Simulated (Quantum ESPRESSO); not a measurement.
# KI (Fm-3m): zone-centre phonons, part 2 of 2

Aim: the zone-centre modes of KI (Fm-3m).

Quantum ESPRESSO 7.5; DFT LDA, scalar-relativistic, plane waves, PseudoDojo norm-conserving pseudopotentials.

So far. Step 2 (A first look): A gap of 3.6 eV opens on this mesh, so the crystal is taken as an insulator; the start stands at -1.3 GPa. Step 4 (Self-consistent run for the response): The cell stands at -0.0030 GPa, close enough for phonons. The relaxed cell has a = 6.817 Å (conventional setting).

**5. Linear response at Γ**

At q = 0 one unit cell holds all displacements; symmetry groups them into irreducible representations that are solved one by one. The response to a field gives ε∞ and the Born charges, which polar modes need.

The input, ph.in:

```
phonons
&inputph
   prefix = 'x'
   outdir = './tmp'
   fildyn = 'g.dyn'
   tr2_ph = 1.0d-18
   epsil = .true.
/
0.000000000000 0.000000000000 0.000000000000
```

Run with:

```
$ OMP_NUM_THREADS=1 mpirun -n 4 ph.x -nk 4 -in ph.in > ph.out
```

The program printed:

```text
[banners, grids, parts of the stress and lines that vanish by symmetry left out]
[banner, memory and clock lines left out]
Program PHONON v.7.5

     ./tmp/x.save/

     IMPORTANT: XC functional enforced from input :
     Exchange-correlation= PW
                           (   1   4   0   0   0   0   0)
     Any further DFT definition will be discarded
     Please, verify this is what you really want

     G-vector sticks info

     Reading collected, re-writing distributed wavefunctions in ./tmp/

     Number and degeneracy of irreps per q-point
       N         xq(1)         xq(2)         xq(3)   N irreps
       1   0.000000000   0.000000000   0.000000000       2
        3   3

     Calculation of q =    0.0000000   0.0000000   0.0000000

     phonons

     bravais-lattice index     =            0
     lattice parameter (alat)  =       9.1092  a.u.
     unit-cell volume          =     534.4734 (a.u.)^3
     number of atoms/cell      =            2
     number of atomic types    =            2
     kinetic-energy cut-off    =      72.0000  Ry
     charge density cut-off    =     288.0000  Ry
     convergence threshold     =      1.0E-18
     beta                      =       0.7000
     number of iterations used =            4
     Exchange-correlation= PW
                           (   1   4   0   0   0   0   0)

     celldm(1)=    9.10920  celldm(2)=    0.00000  celldm(3)=    0.00000
     celldm(4)=    0.00000  celldm(5)=    0.00000  celldm(6)=    0.00000

     crystal axes: (cart. coord. in units of alat)
               a(1) = (  0.0000  0.7071  0.7071 )
               a(2) = (  0.7071  0.0000  0.7071 )
               a(3) = (  0.7071  0.7071  0.0000 )

     reciprocal axes: (cart. coord. in units 2 pi/alat)
               b(1) = ( -0.7071  0.7071  0.7071 )
               b(2) = (  0.7071 -0.7071  0.7071 )
               b(3) = (  0.7071  0.7071 -0.7071 )

     Atoms inside the unit cell:

     Cartesian axes

     site n.  atom      mass           positions (alat units)
        1  K      39.0983   tau(    1) = (    0.00000    0.00000    0.00000  )
        2  I     126.9045   tau(    2) = (    0.70711    0.70711    0.70711  )

     Computing dynamical matrix for
                    q = (   0.0000000   0.0000000   0.0000000 )

     49 Sym.Ops. (with q -> -q+G )

     G cutoff =  605.3318  (  44039 G-vectors)     FFT grid: ( 50, 50, 50)
     number of k points=    16
                       cart. coord. in units 2pi/alat
        k(    1) = (   0.0000000   0.0000000   0.0000000), wk =   0.0092593
        k(    2) = (   0.1178511   0.1178511  -0.1178511), wk =   0.0740741
        k(    3) = (   0.2357023   0.2357023  -0.2357023), wk =   0.0740741
        [... further k-points left out ...]

     PseudoPot. # 1 for K  read from file:
     ./pseudo/K.upf
     Pseudo is Norm-conserving + core correction, Zval =  9.0
     Using radial grid of 2170 points,  6 beta functions with:
                l(1) =   0
                l(2) =   0
                l(3) =   1
                l(4) =   1
                l(5) =   2
                l(6) =   2

     PseudoPot. # 2 for I  read from file:
     ./pseudo/I.upf
     Pseudo is Norm-conserving + core correction, Zval =  7.0
     Using radial grid of 1182 points,  6 beta functions with:
                l(1) =   0
                l(2) =   0
                l(3) =   1
                l(4) =   1
                l(5) =   2
                l(6) =   2

     Mode symmetry, O_h (m-3m)  point group:

     Electric field:
     Dielectric constant
     Born effective charges as d Force / d E

     Atomic displacements:
     There are    2 irreducible representations

     Representation     1      3 modes -  To be done

     Representation     2      3 modes -  To be done

     Alpha used in Ewald sum =   2.8000

     Electric Fields Calculation

      iter #   1   av.it.:   7.4
      thresh= 1.000E-02 alpha_mix =  0.700 |ddv_scf|^2 =  1.435E-07

      iter #   2   av.it.:  12.3
      thresh= 3.788E-05 alpha_mix =  0.700 |ddv_scf|^2 =  1.630E-08

      iter #   3   av.it.:  12.1
      thresh= 1.277E-05 alpha_mix =  0.700 |ddv_scf|^2 =  8.024E-11

      iter #   4   av.it.:  12.7
      thresh= 8.958E-07 alpha_mix =  0.700 |ddv_scf|^2 =  1.275E-11

      iter #   5   av.it.:  12.3
      thresh= 3.571E-07 alpha_mix =  0.700 |ddv_scf|^2 =  1.185E-13

      iter #   6   av.it.:  12.3
      thresh= 3.442E-08 alpha_mix =  0.700 |ddv_scf|^2 =  1.726E-16

      iter #   7   av.it.:  12.6
      thresh= 1.314E-09 alpha_mix =  0.700 |ddv_scf|^2 =  9.017E-18

      iter #   8   av.it.:  12.5
      thresh= 3.003E-10 alpha_mix =  0.700 |ddv_scf|^2 =  6.227E-20

     End of electric fields calculation

          Dielectric constant in cartesian axis

          (       3.133808280       0.000000000       0.000000000 )
          (       0.000000000       3.133808280      -0.000000000 )
          (      -0.000000000      -0.000000000       3.133808280 )

          Effective charges (d Force / dE) in cartesian axis without acoustic sum rule applied (asr)

           atom    1  K     Mean Z*:        1.10579
      Ex  (        1.10579        0.00000        0.00000 )
      Ey  (        0.00000        1.10579        0.00000 )
      Ez  (        0.00000        0.00000        1.10579 )
           atom    2  I     Mean Z*:       -1.10982
      Ex  (       -1.10982       -0.00000        0.00000 )
      Ey  (       -0.00000       -1.10982       -0.00000 )
      Ez  (       -0.00000        0.00000       -1.10982 )

          Effective charges Sum: Mean:       -0.00403
             -0.00403       -0.00000        0.00000
             -0.00000       -0.00403        0.00000
              0.00000        0.00000       -0.00403

          Effective charges (d Force / dE) in cartesian axis with asr applied:
           atom    1  K     Mean Z*:        1.10780
      E*x (        1.10780        0.00000        0.00000 )
      E*y (        0.00000        1.10780        0.00000 )
      E*z (        0.00000        0.00000        1.10780 )
           atom    2  I     Mean Z*:       -1.10780
      E*x (       -1.10780       -0.00000       -0.00000 )
      E*y (       -0.00000       -1.10780       -0.00000 )
      E*z (       -0.00000       -0.00000       -1.10780 )

     Representation #   1 modes #   1   2   3

     Self-consistent Calculation

      iter #   1   av.it.:   5.8
      thresh= 1.000E-02 alpha_mix =  0.700 |ddv_scf|^2 =  4.732E-08

      iter #   2   av.it.:  12.6
      thresh= 2.175E-05 alpha_mix =  0.700 |ddv_scf|^2 =  6.275E-09

      iter #   3   av.it.:  12.4
      thresh= 7.922E-06 alpha_mix =  0.700 |ddv_scf|^2 =  6.517E-11

      iter #   4   av.it.:  12.9
      thresh= 8.073E-07 alpha_mix =  0.700 |ddv_scf|^2 =  4.489E-12

      iter #   5   av.it.:  12.8
      thresh= 2.119E-07 alpha_mix =  0.700 |ddv_scf|^2 =  3.032E-14

      iter #   6   av.it.:  12.7
      thresh= 1.741E-08 alpha_mix =  0.700 |ddv_scf|^2 =  2.210E-16

[...]
End of self-consistent calculation

     Convergence has been achieved

     Representation #   2 modes #   4   5   6

     Self-consistent Calculation

[...]
iter #   2   av.it.:  13.3
      thresh= 5.854E-05 alpha_mix =  0.700 |ddv_scf|^2 =  6.559E-08

      iter #   3   av.it.:  12.9
      thresh= 2.561E-05 alpha_mix =  0.700 |ddv_scf|^2 =  4.435E-10

      iter #   4   av.it.:  12.8
      thresh= 2.106E-06 alpha_mix =  0.700 |ddv_scf|^2 =  1.261E-11

      iter #   5   av.it.:  13.0
      thresh= 3.551E-07 alpha_mix =  0.700 |ddv_scf|^2 =  2.848E-13

      iter #   6   av.it.:  12.9
      thresh= 5.337E-08 alpha_mix =  0.700 |ddv_scf|^2 =  7.572E-16

      iter #   7   av.it.:  12.7
      thresh= 2.752E-09 alpha_mix =  0.700 |ddv_scf|^2 =  2.150E-17

      iter #   8   av.it.:  12.9
      thresh= 4.637E-10 alpha_mix =  0.700 |ddv_scf|^2 =  1.708E-20

     End of self-consistent calculation

     Convergence has been achieved

     Number of q in the star =    1
     List of q in the star:
          1   0.000000000   0.000000000   0.000000000

          Dielectric constant in cartesian axis

          (       3.133808280       0.000000000       0.000000000 )
          (       0.000000000       3.133808280      -0.000000000 )
          (      -0.000000000      -0.000000000       3.133808280 )

          Effective charges (d Force / dE) in cartesian axis without acoustic sum rule applied (asr)

           atom    1  K     Mean Z*:        1.10579
      Ex  (        1.10579        0.00000        0.00000 )
      Ey  (        0.00000        1.10579        0.00000 )
      Ez  (        0.00000        0.00000        1.10579 )
           atom    2  I     Mean Z*:       -1.10982
      Ex  (       -1.10982       -0.00000        0.00000 )
      Ey  (       -0.00000       -1.10982       -0.00000 )
      Ez  (       -0.00000        0.00000       -1.10982 )

          Effective charges Sum: Mean:       -0.00403
             -0.00403       -0.00000        0.00000
             -0.00000       -0.00403        0.00000
              0.00000        0.00000       -0.00403

          Effective charges (d Force / dE) in cartesian axis with asr applied:
           atom    1  K     Mean Z*:        1.10780
      E*x (        1.10780        0.00000        0.00000 )
      E*y (        0.00000        1.10780        0.00000 )
      E*z (        0.00000        0.00000        1.10780 )
           atom    2  I     Mean Z*:       -1.10780
      E*x (       -1.10780       -0.00000       -0.00000 )
      E*y (       -0.00000       -1.10780       -0.00000 )
      E*z (       -0.00000       -0.00000       -1.10780 )

     Diagonalizing the dynamical matrix

     q = (    0.000000000   0.000000000   0.000000000 )

 **************************************************************************
     freq (    1) =       0.020142 [THz] =       0.671869 [cm-1]
     freq (    2) =       0.020142 [THz] =       0.671869 [cm-1]
     freq (    3) =       0.020142 [THz] =       0.671869 [cm-1]
     freq (    4) =       3.441371 [THz] =     114.791777 [cm-1]
     freq (    5) =       3.441371 [THz] =     114.791777 [cm-1]
     freq (    6) =       3.441371 [THz] =     114.791777 [cm-1]
 **************************************************************************

     Mode symmetry, O_h (m-3m)  point group:

     freq (   1-   3) =          0.7  [cm-1]   --> T_1u G_15  G_4- I
     freq (   4-   6) =        114.8  [cm-1]   --> T_1u G_15  G_4- I
```

Elapsed: 57 s, on 4 MPI ranks of Intel Xeon 6975P-C (Granite Rapids), shared host.

Read from the output:

| Property | Result |
| --- | --- |
| miss of the charge sum rule | 0.004030 e |
| largest acoustic frequency at the zone centre before the sum rule | 0.67 cm⁻¹ |
| highest optical zone-centre mode (no LO-TO term) | 114.8 cm⁻¹ |
| lowest optical zone-centre mode | 114.8 cm⁻¹ |
| mean high-frequency dielectric constant | 3.134 |
| largest Born charge in size (third of the trace) | 1.110 e |

Born charge (rows field, columns displacement), before the sum rule (e), principal values of the symmetric part by kind of site:

| atom | atoms with these values | low | middle | high | mean |
| --- | --- | --- | --- | --- | --- |
| K1 | 1 | 1.11 | 1.11 | 1.11 | 1.11 |
| I2 | 1 | -1.11 | -1.11 | -1.11 | -1.11 |

In full for K1:

```
1.11 0.00 0.00
0.00 1.11 0.00
0.00 0.00 1.11
```

High-frequency dielectric tensor:

```
3.13 0.00 0.00
0.00 3.13 0.00
0.00 0.00 3.13
```

The acoustic modes at Γ come out as far as 0.7 cm⁻¹ from zero, where they should vanish, a small numerical error; the Born charges miss their sum rule by 0.0040 e, which is good.

**6. Modes with the sum rule**

A rigid shift of the crystal must cost nothing, but grids and finite bases break this; the acoustic sum rule is imposed before the matrix is diagonalised again. With Born charges the intensities follow, and the static dielectric tensor.

The input, dynmat.in:

```
&input
   fildyn = 'g.dyn'
   asr = 'simple'
   fileig = 'dynmat.eig'
   lperm = .true.
/
```

Run with:

```
$ dynmat.x -in dynmat.in > dynmat.out
```

The program printed:

```text
[banner, memory and clock lines left out]
Program DYNMAT v.7.5

     Reading Dynamical Matrix from file g.dyn
     ...Force constants read
     ...epsilon and Z* read
     A direction for q was not specified:TO-LO splitting will be absent

     Polarizability (A^3 units)
     multiply by 0.584362 for Clausius-Mossotti correction
        13.448536    0.000000   -0.000000
         0.000000   13.448536   -0.000000
         0.000000   -0.000000   13.448536

     IR activities are in (D/A)^2/amu units

# mode   [cm-1]    [THz]      IR
    1     -0.00   -0.0000    0.0000
    2     -0.00   -0.0000    0.0000
    3     -0.00   -0.0000    0.0000
    4    114.79    3.4412    0.9473
    5    114.79    3.4412    0.9473
    6    114.79    3.4412    0.9473

Electronic dielectric permittivity tensor (relative, adimensional)
         3.133808    0.000000   -0.000000
         0.000000    3.133808   -0.000000
         0.000000   -0.000000    3.133808

 ... with zone-center polar mode contributions
         5.069900    0.000000    0.000000
         0.000000    5.069900    0.000000
         0.000000    0.000000    5.069900
```

Elapsed: 0.65 s, on 1 thread.

Numbers from this step:

```yaml
mean_static_dielectric_constant: 5.070
```

Unit eigenvectors of the mass-weighted matrix after the sum rule; no LO-TO term. The modes at Γ (shares of kinetic energy by element, %):

| mode | frequency (cm⁻¹) | symmetry | K % | I % |
| --- | --- | --- | --- | --- |
| 1 | 0.0 | acoustic | 24 | 76 |
| 2 | 0.0 | acoustic | 24 | 76 |
| 3 | 0.0 | acoustic | 24 | 76 |
| 4 | 114.8 | T1u | 76 | 24 |
| 5 | 114.8 | T1u | 76 | 24 |
| 6 | 114.8 | T1u | 76 | 24 |

Displacements in mode 5 (114.8 cm⁻¹), the largest set to 1:
```
K1   0.00  0.00  1.00
I2   0.00  0.00 -0.31
```

Degenerate modes summed, no LO-TO term. Lines of the infrared spectrum (strongest = 100):

| position (cm⁻¹) | lines merged | label | IR intensity, relative |
| --- | --- | --- | --- |
| 115 | 3 | T1u | 100 |

Static dielectric tensor (ions relaxed, fixed cell):

```
5.07 0.00 0.00
0.00 5.07 0.00
0.00 0.00 5.07
```

The rule moves no optical mode by more than 0.1 cm⁻¹.

**7. Modes along a direction of q (1 0 0)**

A longitudinal polar mode sets up a macroscopic field that stiffens it; the term hangs on the direction from which q goes to zero.

The input, dynmat.in:

```
&input
   fildyn = 'g.dyn'
   asr = 'simple'
   fileig = 'dynmat.eig'
   q(1) = 1.0
   q(2) = 0.0
   q(3) = 0.0
/
```

Run with:

```
$ dynmat.x -in dynmat.in > dynmat.out
```

The program printed:

```text
[banner, memory and clock lines left out]
Program DYNMAT v.7.5

     Reading Dynamical Matrix from file g.dyn
     ...Force constants read
     ...epsilon and Z* read

     Polarizability (A^3 units)
     multiply by 0.584362 for Clausius-Mossotti correction
        13.448536    0.000000   -0.000000
         0.000000   13.448536   -0.000000
         0.000000   -0.000000   13.448536

     IR activities are in (D/A)^2/amu units

# mode   [cm-1]    [THz]      IR
    1     -0.00   -0.0000    0.0000
    2     -0.00   -0.0000    0.0000
    3     -0.00   -0.0000    0.0000
    4    114.79    3.4412    0.9473
    5    114.79    3.4412    0.9473
    6    146.00    4.3769    0.9473
```

Elapsed: 0.63 s, on 1 thread.

Read from the output:

| Quantity | Value |
| --- | --- |
| highest mode moved by the LO-TO term | 146 cm⁻¹ |

Zone-centre frequencies as printed; negative means imaginary. Modes:

| mode | frequency (cm⁻¹) |
| --- | --- |
| 1 | 0 |
| 2 | 0 |
| 3 | 0 |
| 4 | 114.8 |
| 5 | 114.8 |
| 6 | 146 |

The field moves one mode, from 115 to 146 cm⁻¹; the others stay.

**8. Results**

| Quantity | Value |
| --- | --- |
| space group after relaxation | Fm-3m |
| volume per atom | 39.6 Å³ |
| gap on the k-mesh | 3.87 eV |
| highest optical zone-centre mode (no LO-TO term) | 114.8 cm⁻¹ |
| highest mode moved by the LO-TO term | 146 cm⁻¹ |
| mean high-frequency dielectric constant | 3.13 |
| largest Born charge in size (third of the trace) | 1.11 e |
| mean static dielectric constant | 5.07 |
| imaginary optical modes at the zone centre (no q mesh in this session) | none |

In words: At the LDA level the optical modes of KI (Fm-3m) at the zone centre (no LO-TO term) lie at 115 cm⁻¹. Along the directions run, the highest mode that the macroscopic field moves lies at 146 cm⁻¹. Lattice motion raises the mean dielectric constant from 3.134 to 5.070. The Born charge of I is -1.110 e against a formal charge of -1, somewhat above it. The Lyddane-Sachs-Teller relation holds: (ωLO/ωTO)² is 1.62 and ε₀/ε∞ is 1.62. Left out of this account: PBE with PseudoDojo NC, since it is gradient-corrected and no frozen-mode check or second program bears its response out; PBEsol with PseudoDojo NC, since it is gradient-corrected and no frozen-mode check or second program bears its response out. What is said of the levels holds for those shown. These are harmonic frequencies at zero temperature: anharmonic shifts and linewidths and thermal expansion are left out. Spin-orbit coupling is left out, which can matter for the heavy elements here.

[Host names and launcher messages were left out of these logs when they were recorded.]

[Logs are printed without paths, hosts, clocks, repeated set-up lines and the standing remarks that a program may print on its own settings, such as how far it seeks lower states.]

[Hosts, paths, dates, database ids (printed as entryN), source tags and the programs' standing remarks are cut or masked in the printed files.]
